Structures of Al2Ru, with energies per atom relative to the lowest structure. Ansatz 0.2.0, plane-wave PAW DFT with the r2SCAN functional, scalar-relativistic, without spin polarization, cutoff 500 eV; cell and atoms relaxed within the symmetry of the starting structure.

```csv
found from,space group number,atoms in cell,volume per atom (Å³),over lowest (meV/atom)
database cell,70,6,13.74,0.0
database cell,139,3,13.72,20.0
rattled cell,123,3,16.66,216.0
MgCu2 type,227,6,13.97,743.0
Cu2O type,224,6,25.17,1577.0
```

## The sizes to remember

In Al₂Ru, restacking similar layers costs about 20 meV per atom. The MgCu₂ type, whose contacts seem to have the wrong lengths, costs hundreds, and opening the crystal into a sparse network costs more than a thousand. The Fddd cell (space group 70, the TiSi₂ type) is the lowest of the five. Its closest competitor is the I4/mmm cell (space group 139, the MoSi₂ type), only 20 meV/atom higher, or about 2 kJ per mole of atoms.

The column "over lowest" compares cells of the same formula, so the energies of the elements cancel. What remains is the cost of arranging the same atoms differently.

## Why density does not decide

Dense packing looks like a natural guide to stability in a metal compound, and the most open cell is indeed the worst. The guide fails in the middle of the table. The MgCu₂ type takes up less than 2% more volume than the best cell, yet it lies 743 meV/atom above it. The P4/mmm cell (space group 123) takes up about 21% more volume per atom than the best cell and lies only 216 meV/atom above it.

Counting neighbours does not rescue the idea. Ruthenium has twelve aluminium neighbours in the MgCu₂ type and ten in each of the two best structures. A more promising guide is whether the neighbours sit at distances that suit the bonds.

## Two ways to stack a layer

The two best structures are built from similar flat layers of Ru and Al, stacked in different sequences. The cell edges are consistent with this: the layers are 2.20 Å apart in Fddd and 2.21 Å apart in I4/mmm. The familiar simpler case is a close-packed metal, where the cubic and hexagonal forms stack the same layers in different orders and usually differ little in energy. The comparison has limits. In a close-packed metal each atom rests over a hollow between three atoms of the next layer; in these two structure types it rests over the midpoint between two. Six neighbours within the layer and two on each side give ruthenium its ten. The layers also differ in shape. The repeating rectangle of a regular hexagonal layer has sides in the ratio 1.73; Fddd stays near it, while I4/mmm is stretched to 1.91.

Both structures also seem to suit the bonding of ruthenium. Its d orbitals mix with the s and p orbitals of aluminium, which lowers the bonding states and raises the antibonding ones. Each Ru brings eight valence electrons and its two Al atoms bring six, and these fourteen are expected to fill the bonding and nonbonding bands while leaving the antibonding ones empty. This would explain why Al₂Ru can be a semiconductor although both its elements are metals.

The computed bands fit this picture. Fddd has a gap of about 0.18 eV at the sampled k points (it may be smaller between them), whereas in I4/mmm the filled and empty bands overlap by about 0.05 eV. Functionals of this kind tend to make gaps too small, so the slight overlap could be a small gap in the real material. A cleaner separation of bonding from antibonding states plausibly helps Fddd win. How much of the 20 meV/atom comes from the gap, and how much from the different layer shape, these calculations do not separate.

## The wrong atom on the large site

The MgCu₂ type suits compounds whose minority atom is the larger one, as magnesium is beside copper. Here ruthenium takes the magnesium site, although it is slightly smaller than aluminium. Symmetry fixes every distance as a fraction of the cell edge, so a relaxation that keeps the symmetry can only shrink or swell the crystal as a whole. It cannot shorten one kind of contact and lengthen another.

The result is a poor compromise. Neighbouring Al atoms are 2.46 Å apart, against roughly 2.9 Å in aluminium metal, while the Ru–Al contacts remain long at 2.88 Å. Shrinking the cell would improve the second distance and worsen the first. This conflict is the likely main cause of the high energy, though the calculation does not split the energy into contacts. The filled and empty bands also overlap here, by about 1.5 eV, which may add to the cost. Overlap by itself is a poor guide, however: it is about 3.9 eV in the P4/mmm cell, which lies lower. Short Al–Al contacts alone are not ruinous. If the atoms along the long axis of I4/mmm are evenly spaced, as is nearly so in the MoSi₂ type, its shortest Al–Al and Ru–Al distances are both about 2.6 Å. The MgCu₂ type misses that length in both directions at once.

The P4/mmm cell supports the argument. Its atomic positions are inferred here from its edges and symmetry. They give eight Ru–Al contacts of 2.53 Å and no Al–Al distance below about 2.8 Å. The cell is looser than the MgCu₂ type, but it avoids the squeeze and lies 527 meV/atom lower.

## A network held open by symmetry

In the Cu₂O type each Ru has only four Al neighbours and each Al only two Ru neighbours. The Ru–Al bonds are short, at 2.31 Å, but there are too few of them. Such a sparse network suits directional bonds between a metal and oxygen better than bonding between two metals.

The row named "rattled cell" shows what holds this network up. It began as the Cu₂O type with its atoms displaced, and on relaxation it fell into the P4/mmm cell. The collapse released 1361 meV/atom and removed about a third of the volume. The undisplaced cell stayed open because its relaxation preserved the starting symmetry, so its energy is not that of a stable alternative form.

## How safe is first place?

The lead of Fddd is five times the numerical tolerance of 4 meV/atom stated for metals. Numerical noise is therefore an unlikely reason for the order. The choice of functional is a separate matter, because only r2SCAN was used. An error of 20 meV/atom in favour of Fddd would be enough to make the first two structures equal. Their similar volumes and neighbours should make much of the error cancel, but one has a gap and the other does not, so the cancellation need not be complete.

Heat could also close the difference, because softer vibrations lower the free energy. For classical harmonic vibrations, equal free energies require

$$\Delta E = 3k_\mathrm{B}T\,\ln\frac{\omega_\mathrm{F}}{\omega_\mathrm{I}}.$$

Here $\Delta E$ is the energy difference per atom, $k_\mathrm{B}$ Boltzmann's constant and $T$ the temperature; $\omega_\mathrm{F}$ and $\omega_\mathrm{I}$ are the mean (geometric) vibrational frequencies of Fddd and I4/mmm. At 1000 K, $3k_\mathrm{B}T$ is about 0.26 eV. The required ratio $\omega_\mathrm{I}/\omega_\mathrm{F}$ is then $\exp(-0.020/0.26)\approx0.93$.

I4/mmm would thus need frequencies about 7% lower on average to draw level at 1000 K. At room temperature it would need about 23%, a rougher figure because the classical limit is less accurate there. No frequencies were computed, so the estimate gives a threshold and does not predict a transition. It also assumes that both structures are true minima, which relaxations at fixed symmetry do not prove.

Pressure is a weak lever between these two, since their volumes are almost the same. The larger energy differences in the table are much safer: P4/mmm would need frequencies more than halved to overtake Fddd at 1000 K. First place itself holds only among the listed structures, and all were computed without magnetism.

Numerical output:

```
Structures compared:
            row  space group  over lowest meV/atom  volume over Fddd in %  Al round Ru  gap or overlap eV
  database cell           70                     0                      0           10              0.176
  database cell          139                    20                -0.1456           10             -0.049
   rattled cell          123                   216                  21.25            8              -3.94
     MgCu2 type          227                   743                  1.674           12              -1.47
      Cu2O type          224                  1577                  83.19            4              -1.47
I4/mmm over Fddd in units of the 4 meV/atom tolerance: 5
P4/mmm over I4/mmm, meV/atom: 196
MgCu2 type over P4/mmm, meV/atom: 527
Energy released when the Cu2O type collapses to P4/mmm, meV/atom: 1361
Volume lost in that collapse, %: 33.81
Fddd layer, long over short side (regular hexagons 1.73): 1.695
I4/mmm layer, long over short side: 1.913
Fddd layer spacing, A: 2.196
I4/mmm layer spacing, A: 2.208
MgCu2 type, Al-Al distance, A (fcc Al roughly 2.9, recalled): 2.456
MgCu2 type, Ru-Al distance, A: 2.88
Cu2O type, Ru-Al distance, A: 2.306
P4/mmm, Ru-Al distance with inferred positions, A: 2.533
Mean softening of I4/mmm vibrations that would reverse the first pair at 300 K, %: 22.73
The same at 1000 K, %: 7.445
Softening that P4/mmm would need against Fddd at 1000 K, %: 56.64
```
